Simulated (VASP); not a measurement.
A run of VASP 6.6.1:

The input POSCAR:

```
Mo                                      
1.0
   -1.5578101448      1.5578101448      1.5578101448
    1.5578101448     -1.5578101448      1.5578101448
    1.5578101448      1.5578101448     -1.5578101448
  Mo            
     1
Direct
     0.0000000000000000    0.0000000000000000    0.0000000000000000
```

File INCAR.step1:

```
  ALGO = Normal
  EDIFF = 1E-7
  ENCUT = 520
  ISIF = 2
  ISMEAR = 0
  LASPH = T
  LCHARG = T
  LMAXMIX = 4
  LREAL = F
  LWAVE = F
  NELM = 100
  PREC = Accurate
  SIGMA = 0.1
```

The input KPOINTS.step1:

```
k-points
0
Gamma
  18 18 18
```

INCAR.step2

```
  ALGO = Normal
  EDIFF = 1E-7
  ENCUT = 520
  ICHARG = 11
  ISIF = 2
  ISMEAR = -5
  LASPH = T
  LCHARG = F
  LMAXMIX = 4
  LORBIT = 11
  LREAL = F
  LWAVE = F
  NEDOS = 1001
  NELM = 100
  PREC = Accurate
  SIGMA = 0.1
```

Contents of KPOINTS.step2:

```
k-points
0
Gamma
  27 27 27
```

Potentials or basis: VASP PAW LDA potentials, release 64 (Mo_sv).

Run with:

```console
$ cat potpaw_LDA.64/Mo_sv/POTCAR > POTCAR
$ cp INCAR.step1 INCAR
$ cp KPOINTS.step1 KPOINTS
$ mpirun -np 1 vasp_std > vasp.out
$ cp INCAR.step2 INCAR
$ cp KPOINTS.step2 KPOINTS
$ mpirun -np 1 vasp_std > vasp.out
```

Hardware: 1 thread of Intel(R) Xeon(R) Platinum 8175M CPU @ 2.50GHz (Skylake/Cascade Lake) (shared host).

Estimate the wall time of this run.

Run time: 2 min on 1 thread of Intel(R) Xeon(R) Platinum 8175M CPU @ 2.50GHz (Skylake/Cascade Lake) (shared host), peak memory 0.23 GiB. Counts: scf iterations 7, k points 560.
